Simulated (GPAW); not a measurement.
The system is MgSe.

```
Se Mg
1.0
     0.00000    2.72550    2.72550
     2.72550    0.00000    2.72550
     2.72550    2.72550    0.00000
Se Mg
1 1
Direct
  0.50000 0.50000 0.50000
  0.00000 0.00000 0.00000
```

Base run:

- Program: GPAW 26.7.0
- Functional: PBEsol
- Potentials or basis: PAW data sets generated in the run's folder for this functional
- Cutoff: 800 eV
- Basis: pw
- k mesh: 8 × 8 × 8
- Occupations: fermi-dirac, width 0.05 eV
- Spin: no spin polarisation

Its results: band gap on the k mesh 1.78 eV, indirect (least direct gap 2.52 eV).

Question: After a change of settings the same cell gave: band gap on the k mesh 2.75 eV, indirect (least direct gap 3.81 eV). Which change was it?
A. functional from PBEsol to LDA; potentials or basis from PAW data sets generated in the run's folder for this functional to the program's PAW data sets (release 1.2.1) made for this functional
B. functional from PBEsol to TB-mBJ; potentials or basis from PAW data sets generated in the run's folder for this functional to GPAW PAW data sets for LDA (gpaw-data 1.2.1)
C. functional from PBEsol to r2SCAN; potentials or basis from PAW data sets generated in the run's folder for this functional to GPAW PAW data sets (gpaw-data 1.2.1)

Answer: B.

Caveats: a model potential gives levels but no total energy (some runs).

Not every run made on this cell is shown here.
